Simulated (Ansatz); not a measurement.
Rutile RuO₂, treated with LDA (PAW; Ansatz, a quantum-chemistry and plane-wave program).

Run with plane-wave cutoff 520 eV, 12×12×18 k mesh (along the axes of the cell as run), Fermi–Dirac smearing 0.05 eV, no spin polarisation, scalar-relativistic PAW data made under PBE.

Cell (relaxed at this level):

```
RuO2
1.0
    4.42655     0.00000     0.00000
    0.00000     4.42655     0.00000
    0.00000     0.00000     3.07348
Ru O
2 4
Cartesian
  0.00000   0.00000   0.00000
  2.21328   2.21328   1.53674
  1.35600   1.35600   0.00000
  3.56928   0.85727   1.53674
  0.85727   3.56928   1.53674
  3.07055   3.07055   0.00000
```

Q: What does this level give for the bulk modulus B0 and pressure derivative B′ of the bulk modulus?

A: 
* **bulk modulus B0**: 301 GPa
* **pressure derivative B′ of the bulk modulus**: 4.6

The run finds no gap.

Measured, for comparison: bulk modulus 270 GPa (room temperature, no zero-point or thermal correction; as tabulated in LI and ZENG (2008), arXiv:0807.3251). Computed (rounded) less measured: bulk modulus +11 %.

Note: the bulk modulus comes from volumes at which shape and atoms were relaxed.

Cost on a shared machine: around 12 core-minutes (rough).
